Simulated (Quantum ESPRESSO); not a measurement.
LiH:

```xyz
2
Lattice="0.0000 2.0368 2.0368 2.0368 0.0000 2.0368 2.0368 2.0368 0.0000" Properties=species:S:1:pos:R:3 pbc="T T T"
Li    0.0000    0.0000    0.0000
H     2.0368    2.0368    2.0368
```

Base run:

| Item | Value |
| --- | --- |
| Program | Quantum ESPRESSO 7.5 |
| Functional | PBEsol |
| Potentials or basis | GBRV 1.5 PBEsol |
| Cutoff | 612 eV |
| Density cutoff | 4898 eV |
| k mesh | 11 × 11 × 11 |
| Occupations | fermi-dirac, width 0.05 eV |
| Spin | no spin polarisation |

Its results: band gap on the k mesh 2.98 eV, direct; pressure -2.3 GPa.

Task: The run is repeated on the same cell with these changes: functional from PBEsol to LDA; potentials or basis from GBRV 1.5 PBEsol to GBRV 1.5 LDA. What comes out?

Result: Band gap on the k mesh 2.85 eV, direct; pressure -4.1 GPa.

Caveats: an odd mesh through Γ misses points on the zone boundary, where band edges often lie (some runs); the mesh misses the band edges, which the band path finds closer together (some runs).
